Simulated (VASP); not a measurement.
CoO:

```xyz
2
Lattice="2.8285 0.0000 0.0000 -1.4142 2.4495 0.0000 0.0000 0.0000 2.7217" Properties=species:S:1:pos:R:3 pbc="T T T"
Co    0.0000    0.0000    1.3609
O     1.4142    0.8165    0.0000
```

The cell was built by a generator and needn't be a form met in nature.

* Program: VASP 6.6.1
* Task: relaxation of cell and atoms
* Functional: AM05
* Potentials or basis: VASP PAW PBE potentials, release 64 (Co, O)
* Cutoff: 600 eV
* k mesh: 8 × 8 × 7
* Occupations: fermi-dirac, width 0.05 eV
* Spin: collinear spin, ferromagnetic start
* Starting moments: [2.0, 0.0] μB

At the start: pressure -10.7 GPa; volume 9.43 Å³/atom.

Task: How do energy, volume and symmetry change on relaxing?

Result: Over 6 steps the energy falls by 17.6 meV/atom and the volume is 8.91 Å³/atom (-5.5 %); space group P-6m2 (No. 187, to 0.05 Å); moment 3.00 μB per cell.

The path:
```
step  energy change (eV)  largest force (eV/Å)  pressure (GPa)  volume (Å³)
   1              0.0000                0.0000          -10.66        18.86
   2             -0.0149                0.0001            9.40        17.20
   3             -0.0345                0.0001           -0.39        17.88
   4             -0.0344                0.0001            0.13        17.86
   5             -0.0350                0.0000            0.24        17.83
   6             -0.0352                0.0000            0.31        17.81
```

Final structure:
```
Co O
1.0
     2.76809    0.00000    0.00000
    -1.38405    2.39723    0.00000
     0.00000    0.00000    2.68433
Co O
1 1
Cartesian
  -1.3840 2.3972 1.3422
  1.3840 0.7991 0.0000
```

Caveat: the PAW data sets were made with another functional, which shifts forces and pressure a little; a cell with one magnetic atom can't hold antiferromagnetic order, which such compounds often take.
